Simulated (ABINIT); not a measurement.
# MgB2 (P6/mmm) in ABINIT: settings compared, part 2 of 2

ABINIT 10.8.3 (patched build). The steps go on from the part before.

## (4) Single point, PBEsol

Contents of run.abi:

```
# Pseudopotentials
pp_dirpath "./"
pseudos "Mg.GGA_PBE-JTH.xml, B.GGA_PBE-JTH.xml"

# Structure
acell 5.8298050945 5.8298050945 6.6575051371
rprim
     1.0000000000     0.0000000000     0.0000000000
    -0.5000000000     0.8660254038     0.0000000000
     0.0000000000     0.0000000000     1.0000000000
ntypat 2
znucl 12 5
natom 3
typat 1 2 2
xred
     0.0000000000     0.0000000000     0.0000000000
     0.6666666667     0.3333333333     0.5000000000
     0.3333333333     0.6666666667     0.5000000000

# Plane-wave basis
ecut 19.0
pawecutdg 38.0
pawxcdev 0

# k points
kptopt 1
ngkpt 10 10 8
nshiftk 1
shiftk 0.0 0.0 0.0

# Exchange and correlation
ixc -116133

# Bands and occupations
nband 12
occopt 3
tsmear 0.05 eV

# SCF cycle
nstep 100
tolvrs 1.0e-9

# Output
iomode 3
prtwf 0
prtden 0
prteig 0
prtebands 0
```

Potentials or basis: JTH PAW PBE v2.0.

On the command line:

```bash
$ abinit run.abi > log 2>&1
```

run.abo:

```text
.Version 10.8.3 of ABINIT
 Symmetries : space group P6/m m m (#191); Bravais hP (primitive hexag.)
================================================================================
 Values of the parameters that define the memory need of the present run
     intxc =       0    ionmov =       0      iscf =      17    lmnmax =       8
     lnmax =       4     mgfft =      30  mpssoang =       2    mqgrid =    3001
     natom =       3  nloc_mem =       2    nspden =       1   nspinor =       1
    nsppol =       1      nsym =      24    n1xccc =       1    ntypat =       2
    occopt =       3   xclevel =       2
       mpw =         788          nfft =       17280          nkpt =          70
 PAW method is used; the additional fine FFT grid is defined by:
   mgfftf=        40    nfftf =     51840
================================================================================
================================================================================

--------------------------------------------------------------------------------
------------- Echo of variables that govern the present computation ------------
--------------------------------------------------------------------------------
 -outvars: echo values of preprocessed input variables --------
            acell      5.8298050945E+00  5.8298050945E+00  6.6575051371E+00 Bohr
              amu      2.43050000E+01  1.08110000E+01
             ecut      1.90000000E+01 Hartree
                       outvar_i_n : Printing only first  50 k-points.
              ixc     -116133
                       outvar_i_n : Printing only first  50 k-points.
[... 227 lines left out ...]
--- !EnergyTermsWithPAWCore
iteration_state     : {dtset: 1, }
comment             : 'Components of total free energy, including PAW core contributions'
Total energy        : -2.49377039336048E+02
Total energy DC     : -2.49377036807817E+02
Total energy (eV)   : -6.78589493825241E+03
Total energy DC (eV): -6.78589486945572E+03
...

 Cartesian components of stress tensor (hartree/bohr^3)
  sigma(1 1)=  1.08612930E-04  sigma(3 2)=  0.00000000E+00
  sigma(2 2)=  1.08612930E-04  sigma(3 1)=  0.00000000E+00
  sigma(3 3)=  1.13664623E-04  sigma(2 1)=  0.00000000E+00

-Cartesian components of stress tensor (GPa)         [Pressure= -3.2450E+00 GPa]
- sigma(1 1)=  3.19550273E+00  sigma(3 2)=  0.00000000E+00
- sigma(2 2)=  3.19550272E+00  sigma(3 1)=  0.00000000E+00
- sigma(3 3)=  3.34412866E+00  sigma(2 1)=  0.00000000E+00

== END DATASET(S) ==============================================================
================================================================================

 -outvars: echo values of variables after computation  --------
            acell      5.8298050945E+00  5.8298050945E+00  6.6575051371E+00 Bohr
           etotal     -6.9161482873E+01
            fcart     -0.0000000000E+00 -0.0000000000E+00 -0.0000000000E+00
                       4.6187568529E-29 -2.6666405123E-29 -0.0000000000E+00
                      -4.6187568529E-29  2.6666405123E-29 -0.0000000000E+00
            rprim      1.0000000000E+00  0.0000000000E+00  0.0000000000E+00
                      -5.0000000000E-01  8.6602540380E-01  0.0000000000E+00
                       0.0000000000E+00  0.0000000000E+00  1.0000000000E+00
           strten      1.0861293020E-04  1.0861292990E-04  1.1366462284E-04
                       0.0000000000E+00  0.0000000000E+00  0.0000000000E+00
           xangst      0.0000000000E+00  0.0000000000E+00  0.0000000000E+00
                       1.5424999990E+00  8.9056278964E-01  1.7614999988E+00
                      -7.9179545087E-18  1.7811255793E+00  1.7614999988E+00
             xred      0.0000000000E+00  0.0000000000E+00  0.0000000000E+00
                       6.6666666667E-01  3.3333333333E-01  5.0000000000E-01
                       3.3333333333E-01  6.6666666667E-01  5.0000000000E-01
 Calculation completed.
```

Run time: 16 s. Hardware: 1 thread of Intel Xeon 6975P-C (Granite Rapids), shared host; peak memory 0.1 GiB.

Results:

```yaml
Free_energy: -1881.9798 eV
Pressure: -3.2 GPa
Band_gap_on_the_k_mesh: none (metal or under the smearing width)
```

Caveat: the PAW data sets were made with another functional, which shifts forces and pressure a little; the atomic spheres overlap.

## (5) Relaxation of cell and atoms, PBE

Changes to run.abi since step 4:

```diff
@@ -18,7 +18,11 @@
      0.3333333333     0.6666666667     0.5000000000
+chkprim 0
+chksymtnons 0
+tolsym 1.0e-6
 
 # Plane-wave basis
-ecut 19.0
-pawecutdg 38.0
+ecut 23.0
+pawecutdg 45.0
 pawxcdev 0
+pawovlp -1
 
@@ -31,3 +35,3 @@
 # Exchange and correlation
-ixc -116133
+ixc 11
 
@@ -48 +52,9 @@
 prtebands 0
+
+# Relaxation
+ionmov 2
+ntime 60
+tolmxf 0.0005
+optcell 2
+dilatmx 1.08
+ecutsm 0.5
```

Potentials or basis: JTH PAW PBE v2.0.

On the command line:

```bash
$ abinit run.abi > log 2>&1
```

run.abo:

```text
.Version 10.8.3 of ABINIT
 Symmetries : space group P6/m m m (#191); Bravais hP (primitive hexag.)
================================================================================
 Values of the parameters that define the memory need of the present run
     intxc =       0    ionmov =       2      iscf =      17    lmnmax =       8
     lnmax =       4     mgfft =      32  mpssoang =       2    mqgrid =    3001
     natom =       3  nloc_mem =       2    nspden =       1   nspinor =       1
    nsppol =       1      nsym =      24    n1xccc =       1    ntypat =       2
    occopt =       3   xclevel =       2
       mpw =        1316          nfft =       28800          nkpt =          70
 PAW method is used; the additional fine FFT grid is defined by:
   mgfftf=        45    nfftf =     72000
================================================================================
================================================================================

--------------------------------------------------------------------------------
------------- Echo of variables that govern the present computation ------------
--------------------------------------------------------------------------------
 -outvars: echo values of preprocessed input variables --------
            acell      5.8298050945E+00  5.8298050945E+00  6.6575051371E+00 Bohr
              amu      2.43050000E+01  1.08110000E+01
          chkprim           0
      chksymtnons           0
          dilatmx      1.08000000E+00
             ecut      2.30000000E+01 Hartree
           ecutsm      5.00000000E-01 Hartree
           ionmov           2
[... 490 lines left out ...]

--- !EnergyTermsWithPAWCore
iteration_state     : {dtset: 1, itime: 3, icycle: 1, }
comment             : 'Components of total free energy, including PAW core contributions'
Total energy        : -2.50047580970886E+02
Total energy DC     : -2.50047579173994E+02
Total energy (eV)   : -6.80414130567198E+03
Total energy DC (eV): -6.80414125677607E+03
...

 Cartesian components of stress tensor (hartree/bohr^3)
  sigma(1 1)= -2.23298364E-06  sigma(3 2)=  0.00000000E+00
  sigma(2 2)= -2.23298394E-06  sigma(3 1)=  0.00000000E+00
  sigma(3 3)=  4.71725983E-06  sigma(2 1)=  0.00000000E+00

-Cartesian components of stress tensor (GPa)         [Pressure= -2.4644E-03 GPa]
- sigma(1 1)= -6.56966468E-02  sigma(3 2)=  0.00000000E+00
- sigma(2 2)= -6.56966557E-02  sigma(3 1)=  0.00000000E+00
- sigma(3 3)=  1.38786576E-01  sigma(2 1)=  0.00000000E+00

== END DATASET(S) ==============================================================
================================================================================

 -outvars: echo values of variables after computation  --------
            acell      5.8196031811E+00  5.8196031812E+00  6.6453985314E+00 Bohr
           etotal     -6.9312605136E+01
            fcart     -9.2537073039E-29 -1.2466137607E-28 -0.0000000000E+00
                       4.6268536520E-29  6.2330688033E-29 -0.0000000000E+00
                       4.6268536520E-29  6.2330688033E-29 -0.0000000000E+00
            rprim      1.0000000000E+00  0.0000000000E+00  0.0000000000E+00
                      -4.9999999999E-01  8.6602540379E-01  0.0000000000E+00
                       0.0000000000E+00  0.0000000000E+00  1.0000000000E+00
           strten     -2.2329836369E-06 -2.2329839394E-06  4.7172598340E-06
                       0.0000000000E+00  0.0000000000E+00  0.0000000000E+00
           xangst      1.7407600103E-29  1.0050282605E-29  0.0000000000E+00
                       1.5398006889E+00  8.8900434227E-01  1.7582967289E+00
                       3.1948288810E-17  1.7780086845E+00  1.7582967289E+00
             xred      7.5367330453E-30  3.7683665225E-30  0.0000000000E+00
                       6.6666666667E-01  3.3333333333E-01  5.0000000000E-01
                       3.3333333333E-01  6.6666666667E-01  5.0000000000E-01
 Calculation completed.
```

Wall time 74 s (1 thread of Arm Neoverse V1, shared host); peak memory 0.12 GiB.

Results:

* Free energy: -1886.0921 eV
* Relaxed volume: 9.63 Å³/atom
* Relaxed cell: a = 3.080 Å, b = 3.080 Å, c = 3.517 Å, α = 90.00°, β = 90.00°, γ = 120.00°
* Space group after relaxing (to 0.05 Å): P6/mmm (No. 191)
* Energy gained by relaxing: 0.1 meV/atom
* Ionic steps: 3
* Pressure after relaxing: 0.0 GPa
* Band gap on the k mesh: none (metal or under the smearing width)

The path:
```tsv
step	energy change (eV)	largest force (eV/Å)	pressure (GPa)	volume (Å³)
1	0.0000	0.0000	-0.80	29.04
2	-0.0003	0.0000	-0.43	28.97
3	-0.0004	0.0000	0.00	28.88
```

Final structure:
```cif
data_structure
_symmetry_space_group_name_H-M 'P 1'
_symmetry_Int_Tables_number 1
_cell_length_a 3.0796
_cell_length_b 3.0796
_cell_length_c 3.5166
_cell_angle_alpha 90.000
_cell_angle_beta 90.000
_cell_angle_gamma 120.000
_cell_volume 28.88
loop_
_atom_site_label
_atom_site_type_symbol
_atom_site_fract_x
_atom_site_fract_y
_atom_site_fract_z
_atom_site_occupancy
Mg1 Mg 0.00000 0.00000 0.00000 1
B1 B 0.66667 0.33333 0.50000 1
B2 B 0.33333 0.66667 0.50000 1
```

Caveat: the atomic spheres overlap.

## (6) Overview

```csv
task,level,potentials or basis,cell,cutoff (eV),fine-grid cutoff,cell freedom (optcell),cutoff smearing ecutsm (Ha),optimiser (ionmov),force stop (Ha/bohr),gap on the mesh (eV),pressure (GPa)
single point,PBEsol,PseudoDojo NC SR PBEsol v0.4.1 standard,as given,1143,-,-,-,-,-,none,-2.7
single point,PBEsol,PseudoDojo NC SR PBEsol v0.4 stringent,as given,1143,-,-,-,-,-,none,-2.7
single point,PBEsol,JTH PAW PBE v2.0,as given,517,1034.03 eV,-,-,-,-,none,-3.2
relaxation of cell and atoms,PBE,JTH PAW PBE v2.0,relaxed,626,1224.51 eV,2,0.5,2,0.0005,none,0.0
```

Alike in all rows: no spin polarisation; k mesh 10 × 10 × 8; smearing fermi-dirac 0.05 eV.

Caveats: the atomic spheres overlap (some runs); the PAW data sets were made with another functional, which shifts forces and pressure a little (some runs).

Absolute energies hang on the potentials; compare differences alone.
